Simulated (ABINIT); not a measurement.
Runs of ABINIT 10.8.3 (patched build) on FeO (Wuestite). It takes space group Fm-3m (No. 225, cubic). The conventional cell has a = 4.311 Å, b = 4.311 Å, c = 4.311 Å, α = 90.00°, β = 90.00°, γ = 90.00°. Fe (site symmetry m-3m) has 6 O at 2.16 Å as nearest neighbours. O (site symmetry m-3m) has 6 Fe at 2.16 Å as nearest neighbours. 

```csv
level,potentials or basis,k mesh,cutoff (eV),fine-grid cutoff,mesh quality,gap on the mesh (eV),moment (μB)
PBEsol,JTH PAW PBE v2.0,4 × 4 × 4,626,1224.51 eV,coarse,none,(a)
LDA,JTH PAW LDA v2.0,7 × 7 × 7,626,1224.51 eV,coarse,none,4.00
LDA,JTH PAW LDA v2.0,4 × 4 × 4,626,1224.51 eV,coarse,none,3.98
PBEsol,JTH PAW PBE v2.0,9 × 9 × 9,626,1224.51 eV,not flagged,none,4.00
LDA,JTH PAW LDA v2.0,9 × 9 × 9,626,1224.51 eV,not flagged,none,4.00
r2SCAN,JTH PAW PBE v2.0,4 × 4 × 4,762,1360.57 eV,coarse,none,4.03
PBEsol,JTH PAW PBE v2.0,7 × 7 × 7,626,1224.51 eV,coarse,none,4.00
```

Alike in all rows: task single point; spin collinear, ferromagnetic start; cell as given; smearing fermi-dirac 0.05 eV.

**Question.** Estimate the missing entries.

**Answer.** (a) 4.02.

Caveats: some runs use coarse meshes; a cell with one magnetic atom can't hold antiferromagnetic order, which such compounds often take; semilocal functionals often make such compounds metallic where correlation or magnetic order opens a gap, which also shifts bond lengths.

A gap of «none» marks a metal or a gap under the smearing width.

Runs at the PBE level aren't shown here.
